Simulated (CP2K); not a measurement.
# SrO in CP2K: the effect of functional

Crystal: SrO.

```
Sr O
1.0
     3.62930    0.00000    0.00000
     1.81465    3.14306    0.00000
     1.81465    1.04769    2.96331
Sr O
1 1
Direct
  0.50000 0.50000 0.50000
  0.00000 0.00000 0.00000
```

Alike in all runs:

- Program: CP2K 2026.2
- Task: single point
- Potentials or basis: POTENTIAL_UZH Sr GTH-PBE-q10, O GTH-PBE-q6; TZVP-MOLOPT-PBE-GTH basis
- Density cutoff: 12245 eV
- k mesh: 9 × 9 × 9
- Occupations: fermi-dirac, width 0.05 eV
- Spin: no spin polarisation

```csv
functional,gap on the mesh (eV),pressure (GPa)
LDA,3.39,-1.5
OLYP,3.78,6.9
rev-vdW-DF2,3.50,2.9
PW91,3.53,4.3
M06-L,?,?
```

Q: What does the run with functional M06-L give?

A: gap on the mesh 3.66 eV; pressure 4.7 GPa.

Caveats: the potentials were made for another functional, which shifts forces and pressure; an odd mesh through Γ misses points on the zone boundary, where band edges often lie; the basis of atomic orbitals isn't converged, which shifts pressures, moduli and gaps.

Runs at the PBE level aren't shown here.
